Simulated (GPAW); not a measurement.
Runs of GPAW 26.7.0 on Te2Mo. Symmetry: P6_3/mmc, No. 194, hexagonal system. The conventional cell has a = 3.518 Å, b = 3.518 Å, c = 13.974 Å, α = 90.00°, β = 90.00°, γ = 120.00°. Te (site symmetry 3m) has 3 Mo at 2.72 Å as nearest neighbours. Mo (site symmetry -6m2) is surrounded by 6 Te at 2.72 Å. 

| task | level | potentials or basis | spin | cell | k mesh | cutoff (eV) | maxiter | optimizer | fmax | max steps | target pressure | mesh quality | gap on the mesh (eV) | pressure (GPa) | largest force (eV/Å) |
| --- | --- | --- | --- | --- | --- | --- | --- | --- | --- | --- | --- | --- | --- | --- | --- |
| relaxation of cell and atoms | AM05 | PAW data sets generated in the run's folder for this functional, pw | off | relaxed to 5 GPa | 5 × 5 × 2 | 600 | 150 | BFGS | 0.05 eV/Å | 100 | 5 GPa | coarse | 0.37 | 4.9 | 0.01 |
| relaxation of cell and atoms | MS2 | GPAW PAW data sets (gpaw-data 1.2.1), pw | off | relaxed | 5 × 5 × 2 | 600 | 150 | BFGS | 0.02 eV/Å | 100 | - | coarse | (b) | 0.0 | 0.01 |
| single point | PBE | GPAW PAW data sets (gpaw-data 1.2.1), pw | off | as given | 7 × 7 × 2 | 450 | 80 | - | - | - | - | not flagged | 0.83 | 2.1 | 0.11 |
| band structure | vdW-DF-cx | GPAW PAW data sets (gpaw-data 1.2.1), pw | SOC, no magnetisation | as given | 5 × 5 × 2 | 600 | 150 | - | - | - | - | coarse | 0.66 | - | (a) |

Alike in all rows: smearing fermi-dirac 0.05 eV.

Question: Estimate the missing entries.

Answer: (a) 0.16; (b) 1.00.

Caveats: spin-orbit coupling is left out, which moves the levels of the heavy elements (some runs); an odd mesh through Γ misses points on the zone boundary, where band edges often lie (some runs); later steps reuse the first step's grids (some runs); this functional lacks dispersion, which binds the layers, so the pressure and a relaxed spacing across them are unreliable (some runs); the PAW data sets were made with another functional, which shifts forces and pressure a little (some runs); the cutoff is short for stress and forces, so pressures can be off by a GPa or more (some runs); spin-orbit coupling was added after a scalar SCF, so levels and gaps hold it while energy, forces, pressure and moments don't (some runs).

A k mesh can miss the band edges, and rows without SOC leave out spin-orbit coupling on Mo, Te.
